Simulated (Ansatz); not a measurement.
Ansatz input file:

```yaml
crystal:
  lattice:
    - [8.6438581907, 0.0, 0.0]
    - [0.0, 6.1121307423, 0.0]
    - [0.0, 0.0, 26.796198112]
  atoms:
    - { symbol: In, position: [0.25, 0.5, 0.351873388] }
    - { symbol: In, position: [0.75, 0.5, 0.351873388] }
    - { symbol: As, position: [0.5, 0.25, 0.351873388] }
    - { symbol: As, position: [0.0, 0.25, 0.351873388] }
    - { symbol: In, position: [0.4989899989, -0.0194300746, 0.4310865839] }
    - { symbol: In, position: [0.0014889109, 0.0048269893, 0.4354600903] }
    - { symbol: As, position: [0.7542434099, 0.740096924, 0.43328252] }
    - { symbol: As, position: [0.2463997805, 0.7370354643, 0.4327569554] }
    - { symbol: In, position: [0.7607003844, 0.4342572511, 0.5014009506] }
    - { symbol: In, position: [0.2448305511, 0.4391706259, 0.5027404518] }
    - { symbol: As, position: [0.0027783162, 0.1988714928, 0.5258521385] }
    - { symbol: As, position: [0.5022880692, 0.2116837463, 0.5155171079] }
    - { symbol: H, position: [0.25242884, 0.6640032438, 0.2983573794] }
    - { symbol: H, position: [0.7484761817, 0.6681413419, 0.2990872473] }
    - { symbol: H, position: [0.5013671503, 0.1102951336, 0.3050251042] }
    - { symbol: H, position: [5.15519e-05, 0.0943384478, 0.3076987202] }
basis:
  ecutwfc: 420
kpoints:
  mp_grid: { grid: [2, 3, 1] }
hamiltonian:
  xc: pbe
  dispersion: d3bj
scf:
  occupations: { method: gaussian, width: 0.1 }
output:
  forces: true
  eigenvalues: true
  write_density: true
  volumetric_format: npy
efield:
  axis: 3
  dipole_correction: true
  ramp_width: 0.04
```

Command:
```bash
ansatz run input.yaml --threads 4 --pin off --max-ram 10240MiB --backend cpu --events-out ev --progress --plain --runs-dir out
```

Computed with Ansatz 0.2.0, DFT PBE+D3(BJ), scalar-relativistic, plane waves, PAW.

Abridged output (final results; tables in files aren't shown):

```
SCF 1 converged in 9 iterations: F = -62789.173996 eV  dr2 = 3.43e-8
SCF converged after 9 iterations
Free energy (F): -62789.173996 eV
Harris-Foulkes:  -62789.173996 eV  (|F-HF|=6.85e-8)
Internal energy: -62789.173996 eV  (E = F + TS)
E sigma→0 (E₀):  -62789.173996 eV
Fermi energy:    -1.454184 eV
Dipole field:    D = 0.011847 V/Å  (p = 0.092689 e·Å, saw-weighted, corrected)
Work function:   Φ+ = 4.3147 eV   Φ− = 4.6322 eV
Levels:          The Fermi level and band energies are counted from a zero that moves with the ramp; work functions are not
--- Per-component energies (eV) ---
  E_band       = -3496.361836
  E_kinetic    = 2123.242893
  E_local      = -151650.996729  (includes V_loc(G=0)·N_el)
  E_nonlocal   = -1814.893351
  E_hartree    = 74694.697787
  E_xc         = -1797.152034
  E_vxc        = -1109.476763  (∫ρ·V_xc dr)
  E_paw        = -35943.980299  (= ΣΔE_a)
  E_vpaw       = -432.723579  (= ΣTr[D̂ρ^β])
  E_aug_tail   = -0.004304  (compensation charges beyond the density's cutoff)
  E_efield     = 0.000549  (sawtooth field / dipole correction)
  E_vefield    = -0.939579  (∫n·V_field dr)
  E_ewald      = 51602.471556
  E_disp       = -2.560063  (pairwise vdW)
  E_smearing   =  0.000000  (= −TS)
--- Forces (eV/Å), atoms counted from 1 ---
  atom   1  In    -0.00493306     0.03397522    -0.71354007
  atom   2  In     0.00414342     0.11203914    -0.57319291
  atom   3  As     0.01701682    -0.30104225     0.55626771
  atom   4  As     0.00687878    -0.14427325     0.65369370
  atom   5  In     0.04436390     0.32954219     0.01450453
  atom   6  In    -0.02131616    -0.02038119    -0.18313339
  atom   7  As     0.13965400     0.21329434     0.16415370
  atom   8  As    -0.13911588     0.30714855     0.26262790
  atom   9  In    -0.28868905    -0.30398724    -0.34280969
  atom  10  In     0.26801685    -0.40982310    -0.38936357
  atom  11  As     0.00883150     0.08497230     0.09509985
  atom  12  As    -0.02320788    -0.04099655     0.45295738
  atom  13  H     -0.00479202     0.04341552     0.04642952
  atom  14  H      0.00127870     0.03296817     0.02306595
  atom  15  H     -0.00964923     0.05220613    -0.07485801
  atom  16  H      0.00151971     0.01093648     0.00812650
--- Band table (eV) ---
  k-point 0: bands = ["-36.9414", "-36.9053", "-36.8983", "-36.8969", "-36.8660", "-36.8650", "-36.8615", "-36.8551", "-36.8254", "-36.8241", "-36.7920", "-36.7838", "-36.7745", "-36.7655", "-36.7646", "-36.7629", "-36.7560", "-36.7481", "-36.7381", "-36.7344", "-36.6449", "-36.6405", "-36.6183", "-36.6154", "-36.6048", "-36.3190", "-36.3158", "-36.2639", "-36.2613", "-36.2436", "-16.3515", "-16.3417", "-16.2962", "-16.2818", "-16.2553", "-16.2086", "-16.1978", "-16.1806", "-16.1684", "-16.1393", "-16.1335", "-16.0957", "-16.0877", "-16.0656", "-16.0406", "-16.0284", "-16.0102", "-16.0008", "-15.9835", "-15.9601", "-15.9503", "-15.9455", "-15.9364", "-15.9273", "-15.9152", "-15.9119", "-15.8 ...
  k-point 1: bands = ["-36.9414", "-36.9053", "-36.8983", "-36.8969", "-36.8660", "-36.8650", "-36.8615", "-36.8551", "-36.8254", "-36.8241", "-36.7920", "-36.7838", "-36.7745", "-36.7655", "-36.7646", "-36.7629", "-36.7560", "-36.7481", "-36.7381", "-36.7344", "-36.6449", "-36.6405", "-36.6183", "-36.6154", "-36.6048", "-36.3190", "-36.3158", "-36.2639", "-36.2613", "-36.2436", "-16.3565", "-16.3346", "-16.2905", "-16.2783", "-16.2528", "-16.2090", "-16.1913", "-16.1796", "-16.1732", "-16.1397", "-16.1309", "-16.0951", "-16.0874", "-16.0715", "-16.0415", "-16.0365", "-16.0073", "-16.0029", "-15.9923", "-15.9723", "-15.9532", "-15.9464", "-15.9344", "-15.9281", "-15.9143", "-15.9106", "-15.8 ...
  k-point 2: bands = ["-36.9414", "-36.9053", "-36.8983", "-36.8969", "-36.8660", "-36.8650", "-36.8615", "-36.8551", "-36.8254", "-36.8241", "-36.7920", "-36.7838", "-36.7745", "-36.7655", "-36.7646", "-36.7629", "-36.7560", "-36.7481", "-36.7381", "-36.7344", "-36.6449", "-36.6405", "-36.6183", "-36.6154", "-36.6048", "-36.3190", "-36.3158", "-36.2639", "-36.2613", "-36.2436", "-16.3498", "-16.3386", "-16.2963", "-16.2787", "-16.2385", "-16.2300", "-16.1919", "-16.1819", "-16.1675", "-16.1502", "-16.1225", "-16.0964", "-16.0808", "-16.0676", "-16.0468", "-16.0297", "-16.0123", "-16.0002", "-15.9731", "-15.9600", "-15.9514", "-15.9450", "-15.9376", "-15.9287", "-15.9206", "-15.9195", "-15.8 ...
  k-point 3: bands = ["-36.9414", "-36.9053", "-36.8983", "-36.8969", "-36.8660", "-36.8650", "-36.8615", "-36.8551", "-36.8254", "-36.8241", "-36.7920", "-36.7838", "-36.7745", "-36.7655", "-36.7646", "-36.7629", "-36.7560", "-36.7481", "-36.7381", "-36.7344", "-36.6449", "-36.6405", "-36.6183", "-36.6154", "-36.6048", "-36.3190", "-36.3158", "-36.2639", "-36.2613", "-36.2436", "-16.3517", "-16.3372", "-16.2909", "-16.2746", "-16.2361", "-16.2283", "-16.1855", "-16.1746", "-16.1660", "-16.1581", "-16.1205", "-16.0993", "-16.0800", "-16.0740", "-16.0481", "-16.0374", "-16.0095", "-16.0017", "-15.9816", "-15.9722", "-15.9559", "-15.9450", "-15.9347", "-15.9284", "-15.9222", "-15.9189", "-15.8 ...
```

Self-consistency was reached.

The run took 18 s on 4 threads of Intel(R) Xeon(R) Platinum 8259CL CPU @ 2.50GHz (Skylake/Cascade Lake), with other jobs on the host, peak memory 2.5 GiB.